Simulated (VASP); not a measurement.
## BeS: relaxation of cell and atoms with RPBE

BeS:

```xyz
2
Lattice="0.0000 2.4250 2.4250 2.4250 0.0000 2.4250 2.4250 2.4250 0.0000" Properties=species:S:1:pos:R:3 pbc="T T T"
S     3.6375    3.6375    3.6375
Be    0.0000    0.0000    0.0000
```

```
Program                : VASP 6.6.1
Task                   : relaxation of cell and atoms
Functional             : RPBE
Potentials or basis    : VASP PAW PBE potentials, release 64 (S, Be)
Cutoff                 : 600 eV
k mesh                 : 9 × 9 × 9
Occupations            : fermi-dirac, width 0.05 eV
Spin                   : no spin polarisation
Further INCAR settings : ALGO = Normal; EDIFF = 1e-06; IBRION = 2; EDIFFG = -0.02; NSW = 40; ISIF = 3
```

```yaml
Relaxed_volume: 14.85 Å³/atom
Relaxed_cell: a = 3.476 Å, b = 3.476 Å, c = 3.476 Å, α = 60.00°, β = 60.00°, γ = 60.00°
Space_group_after_relaxing_to_0.05_Å: F-43m (No. 216)
Energy_gained_by_relaxing: 7.0 meV/atom
Ionic_steps: 3
Pressure_after_relaxing: 0.0 GPa
Band_gap_on_the_k_mesh: 3.40 eV, indirect (least direct gap 5.70 eV)
```

The path:
```tsv
step	energy change (eV)	largest force (eV/Å)	pressure (GPa)	volume (Å³)
1	0.0000	0.0000	3.90	28.52
2	-0.0133	0.0000	-0.77	29.98
3	-0.0140	0.0000	0.02	29.71
```

Final structure:
```
CELL_PARAMETERS angstrom
0.00000 2.45822 2.45822
2.45822 0.00000 2.45822
2.45822 2.45822 0.00000
ATOMIC_POSITIONS crystal
S 0.75000 0.75000 0.75000
Be 0.00000 0.00000 0.00000
```

Levels at points of the mesh, in eV from the valence-band top:
```csv
k point,band 2,band 3,band 4,band 5,band 6,band 7
"(0.00, 0.00, 0.00)",0.00,0.00,0.00,5.70,5.74,5.74
```

It took 12 s on 1 thread of Intel(R) Xeon(R) Platinum 8488C (Sapphire Rapids), with other jobs on the host, peak memory 0.15 GiB.

Caveat: the PAW data sets were made with another functional, which shifts forces and pressure a little; an odd mesh through Γ misses points on the zone boundary, where band edges often lie. Expect the measured gap to be larger: semilocal functionals such as RPBE lack the derivative discontinuity.
